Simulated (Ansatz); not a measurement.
Si2Ni:

```
Ni Si
1.0
     0.00000    2.70300    2.70300
     2.70300    0.00000    2.70300
     2.70300    2.70300    0.00000
Ni Si
1 2
Direct
  0.00000 0.00000 0.00000
  0.75000 0.75000 0.75000
  0.25000 0.25000 0.25000
```

Base run:

- Program: Ansatz 0.2.0
- Functional: RPBE
- Potentials or basis: Ansatz PAW
- Cutoff: 420 eV (not typed: the program's choice for these potentials)
- k mesh: 9 × 9 × 9
- Occupations: gaussian, width 0.02 eV
- Spin: collinear spin, ferromagnetic start
- Starting moments: [1.0, 0.0, 0.0] μB

Its results: band gap on the k mesh none (metal or under the smearing width); pressure 6.8 GPa; net moment 0.00 μB per cell.

**Question.** The run is repeated on the same cell with these changes: functional from RPBE to LDA; occupations from gaussian, width 0.02 eV to gaussian, width 0.05 eV. What comes out?

**Answer.** Band gap on the k mesh none (metal or under the smearing width); pressure -4.2 GPa; net moment 0.00 μB per cell.

Caveats: the PAW data sets come from PBE, with cores solved anew for the run's functional, which leaves a small shift of forces and pressure; the starting moments weren't kept.
